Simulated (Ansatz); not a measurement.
# KF: the cost of one run

Method: DFT PBE, scalar-relativistic, plane waves, PAW, in Ansatz 0.2.0.

## (1) The structure to begin with

It takes space group Cmcm (No. 63, orthorhombic). The conventional cell has a = 4.321 Å, b = 10.162 Å, c = 3.681 Å, α = 90.00°, β = 90.00°, γ = 90.00°. K (site symmetry m2m) has 7 F at 2.93 to 3.04 Å as nearest neighbours. Around F (site symmetry m2m) lie 2 F at 2.33 Å and 7 K at 2.93 to 3.04 Å.

Coordinates:

```cif
data_structure
_symmetry_space_group_name_H-M 'P 1'
_symmetry_Int_Tables_number 1
_cell_length_a 5.5211
_cell_length_b 5.5211
_cell_length_c 3.6806
_cell_angle_alpha 90.000
_cell_angle_beta 90.000
_cell_angle_gamma 133.930
_cell_volume 80.80
loop_
_atom_site_label
_atom_site_type_symbol
_atom_site_fract_x
_atom_site_fract_y
_atom_site_fract_z
_atom_site_occupancy
K1 K 0.64000 0.36000 0.25000 1
K2 K 0.36000 0.64000 0.75000 1
F1 F 0.93000 0.07000 0.25000 1
F2 F 0.07000 0.93000 0.75000 1
```

This is candidate A: CaSi type (Cmcm, No. 63).

(A quick probe on a coarse mesh, which set the mesh and smearing, is not shown.)

## (3) A loose first relaxation (candidate A)

File input.yaml:

```yaml
crystal:
  lattice:
    - [2.160362679, -5.0808529673, 0.0]
    - [2.160362679, 5.0808529673, 0.0]
    - [0.0, 0.0, 3.6806178976]
  atoms:
    - { symbol: K, position: [0.64, 0.36, 0.25] }
    - { symbol: K, position: [0.36, 0.64, 0.75] }
    - { symbol: F, position: [0.93, 0.07, 0.25] }
    - { symbol: F, position: [0.07, 0.93, 0.75] }
basis:
  ecutwfc: 420
kpoints:
  mp_grid: { grid: [4, 4, 6] }
hamiltonian:
  xc: pbe
scf:
  occupations: { method: gaussian, width: 0.1 }
  lower_state_search: "off"
output:
  forces: true
  stress: true
  eigenvalues: true
relax:
  adjacent_minimum: "off"
  f_tol: 0.04
  max_steps: 70
  cell: { stress_tol: 0.4 }
```

On the command line:

```console
ansatz run input.yaml --threads 1 --pin off --max-ram 2560MiB --backend cpu --events-out ev --progress --plain --runs-dir out
```

**Question.** How long does this run take on 1 thread of Arm Neoverse V1, shared host, and how much memory does it need?

About 26 s, with a peak of 0.35 GiB.
